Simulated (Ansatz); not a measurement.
# Rh: the crystal squeezed far

One table from this session's results is given with a row withheld; the runs are named, their logs left out.

Computed with Ansatz 0.2.0 (DFT, PBE, PAW with Ansatz's default frozen-core files, scalar-relativistic, unless a step's input says otherwise).

**The system as given**

It takes space group I4_1/amd (No. 141, tetragonal). Conventional cell: a = 4.721 Å, b = 4.721 Å, c = 2.597 Å, α = 90.00°, β = 90.00°, γ = 90.00°. Rh (site symmetry -4m2) has 6 Rh at 2.45 to 2.60 Å in its first shell of neighbours.

Structure file:

```xyz
2
Lattice="-2.3607 2.3607 1.2984 2.3607 -2.3607 1.2984 2.3607 2.3607 -1.2984" Properties=species:S:1:pos:R:3 pbc="T T T"
Rh    0.0000   -1.1803   -0.3246
Rh    0.0000    1.1803    0.3246
```

Whether this phase is the stable one at these pressures isn't tested.

Atoms are numbered in the order of the input: Rh1, Rh2.

The first run:

Contents of input.yaml:

```yaml
crystal:
  lattice:
    - [-2.3606972164, 2.3606972164, 1.298383469]
    - [2.3606972164, -2.3606972164, 1.298383469]
    - [2.3606972164, 2.3606972164, -1.298383469]
  atoms:
    - { symbol: Rh, position: [-0.375, -0.125, -0.25] }
    - { symbol: Rh, position: [0.375, 0.125, 0.25] }
kpoints:
  mp_grid: { grid: [18, 18, 18] }
scf:
  occupations: { method: fermi_dirac, width: 0.08 }
hamiltonian:
  xc: pbe
  pseudopotentials: { kind: paw }
output:
  forces: true
  stress: true
relax:
  f_tol: 0.005
  max_steps: 40
  cell: {}
```

Command:

```sh
ansatz run input.yaml --threads 1 --pin off --max-ram 2048MiB --backend cpu --events-out ev --progress --plain --runs-dir out
```

Among the steps run: Cell relaxed at zero pressure, PAW; Volume scaled by 1, PAW; Shape and atoms relaxed at 0.95 of the volume, PAW; Volume scaled by 0.95, PAW; Shape and atoms relaxed at 0.85 of the volume, PAW; Volume scaled by 0.85, PAW; Shape and atoms relaxed at 0.75 of the volume, PAW; Volume scaled by 0.75, PAW; Shape and atoms relaxed at 0.65 of the volume, PAW; Volume scaled by 0.65, PAW; Shape and atoms relaxed at 0.55 of the volume, PAW; Volume scaled by 0.55, PAW; Shape and atoms relaxed at 0.45 of the volume, PAW; Volume scaled by 0.45, PAW; Shape and atoms relaxed at 0.4 of the volume, PAW; Volume scaled by 0.4, PAW; Volume scaled by 0.4, PAW (cutoff 300 eV).

One of the session's tables, all rows but one given; the rest of the session is left out.

| method | volume over the first | volume (Å³/atom) | pressure (GPa) |
| --- | --- | --- | --- |
| PAW | 1 | 15.618 | 0.00 |
| PAW | 0.95 | 14.837 | 11.78 |
| PAW | 0.85 | 13.275 | 49.49 |
| PAW | 0.75 | 11.713 | 119.32 |
| PAW | 0.65 | ? | ? |
| PAW | 0.55 | 8.590 | 515.41 |
| PAW | 0.45 | 7.028 | 1078.69 |
| PAW | 0.4 | 6.247 | 1598.63 |
| PAW (cutoff 300 eV) | 0.4 | 6.247 | 1606.45 |

Q: Estimate the row for PAW, 0.65 from the others.

As computed: volume (Å³/atom): 10.152; pressure (GPa): 251.92. In the column «volume (Å³/atom)» it lies between PAW, 0.55 (8.590) and PAW, 0.75 (11.713).

To keep in mind: Warnings in the runs' records: cutoff below recommended.
